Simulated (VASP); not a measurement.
## Be: single point with LDA

The system is Be.

```xyz
36
Lattice="6.8700 0.0000 0.0000 -3.4350 5.9496 0.0000 0.0000 0.0000 7.1769" Properties=species:S:1:pos:R:3 pbc="T T T"
Be    0.1151   -0.0109    0.3965
Be    0.0720    1.5431    2.1143
Be    0.2686   -0.0280    3.7497
Be    0.2280    1.1456    5.4636
Be   -0.8843    2.0162    0.1660
Be   -1.2132    3.2645    1.9426
Be   -0.9961    1.8064    3.9343
Be   -1.0917    3.1269    5.5241
Be   -2.0903    3.8263    0.1715
Be   -2.0625    5.2451    1.9468
Be   -2.5662    4.0241    3.8320
Be   -1.9904    5.1217    5.4196
Be    2.4980   -0.1238    0.0027
Be    2.0779    1.0341    1.9551
Be    2.4251   -0.0595    3.4880
Be    2.7100    1.1038    5.4456
Be    1.4515    1.9719    0.1313
Be    1.2973    3.1706    1.9793
Be    1.2772    1.8567    3.7328
Be    1.3428    3.1357    5.5185
Be    0.1431    3.7815    0.0819
Be   -0.0215    5.1167    1.8160
Be    0.1179    3.5329    3.7419
Be    0.2088    5.1346    5.4889
Be    4.6679   -0.1595   -0.1059
Be    4.7790    1.1660    1.7012
Be    4.8942   -0.0058    3.6845
Be    4.8511    1.1214    5.4121
Be    3.6650    1.9301   -0.0256
Be    3.4832    2.9100    1.9419
Be    3.5922    1.7457    3.7756
Be    3.5949    3.0494    5.4931
Be    2.1450    3.9525    0.2822
Be    2.5943    5.1902    1.9495
Be    2.2775    3.6666    3.8035
Be    2.6232    5.1111    5.7605
```

The cell was built by a generator and needn't be a form met in nature.

```yaml
Program: VASP 6.6.1
Task: single point
Functional: LDA
Potentials_or_basis: VASP PAW LDA potentials, release 64 (Be)
Cutoff: 520 eV
k_mesh: 2 × 2 × 2
Occupations: fermi-dirac, width 0.24 eV
Spin: no spin polarisation
```

```yaml
Pressure: -2.9 GPa
Largest_force: 2.693 eV/Å
Band_gap_on_the_k_mesh: none (metal or under the smearing width)
```

Forces in eV/Å, atoms in the order of the input:
```
Be   0.508  0.406 -1.572
Be  -0.724 -1.156 -0.944
Be  -0.543  0.332 -0.188
Be   0.034  0.225  1.480
Be  -0.400 -1.134 -0.240
Be   0.740 -0.648  0.648
Be   0.012  0.307 -1.751
Be   0.368  0.360  0.052
Be  -0.605  0.531 -0.454
Be  -1.383 -1.849 -0.525
Be   1.431 -1.039 -1.231
Be  -0.365  0.588  0.742
Be  -0.485  0.203  0.364
Be   1.663  1.834 -1.060
Be   0.482 -0.983  2.413
Be  -1.528 -0.153  0.409
Be  -0.600 -0.610 -0.008
Be  -0.114  0.311 -0.203
Be   0.739 -0.414  0.398
Be  -0.471  0.081  0.551
Be  -0.398  0.405  0.153
Be   1.358  0.225  0.196
Be  -0.049  1.426 -0.151
Be  -0.026 -0.599 -1.040
Be   0.134  0.727  1.927
Be  -0.145 -0.179  1.018
Be  -0.620 -0.977 -0.436
Be  -0.509  0.138  1.138
Be   0.078 -0.853  0.952
Be  -0.307  1.208 -0.137
Be   0.455  0.591 -1.249
Be  -0.258  0.874  0.110
Be   1.873 -0.373 -0.559
Be  -0.812 -0.641  1.261
Be   0.506  0.992 -0.346
Be  -0.040 -0.157 -1.717
```

Stress tensor (GPa, compression positive):
```
-3.93  2.20 -0.37
 2.20 -0.21 -1.53
-0.37 -1.53 -4.49
```

Levels at points of the mesh, in eV from the Fermi level:
```
           k point  band 33  band 34  band 35  band 36  band 37  band 38  band 39  band 40
(0.00, 0.00, 0.00)    -0.34    -0.28    -0.28     0.04     0.15     0.21     0.39     0.54
(0.50, 0.00, 0.00)    -0.81    -0.77    -0.20    -0.08     0.99     1.40     1.53     1.66
(0.00, 0.50, 0.00)    -0.95    -0.58    -0.17    -0.01     1.26     1.36     1.50     1.65
(0.50, 0.50, 0.00)    -0.87    -0.75    -0.43    -0.11     1.06     1.30     1.33     1.54
(0.00, 0.00, 0.50)    -1.22    -1.07    -0.92    -0.92    -0.58    -0.44    -0.13    -0.04
(0.50, 0.00, 0.50)    -1.31    -1.19    -1.04    -0.94     1.34     1.48     1.75     1.79
(0.00, 0.50, 0.50)    -1.32    -1.14    -1.03    -0.80     1.28     1.47     1.67     1.86
(0.50, 0.50, 0.50)    -1.41    -1.20    -1.16    -1.08     1.36     1.74     1.75     1.92
```

Run time: 2.5 min on 1 thread of AMD EPYC 9R45 (Zen 5), on a shared host, peak memory 0.29 GiB.

Caveat: the k mesh is coarse (spacing up to 0.53 Å⁻¹), so the values aren't converged; forces of over 1 eV/Å show positions far from the minimum, so gaps and moduli don't describe the material at rest.
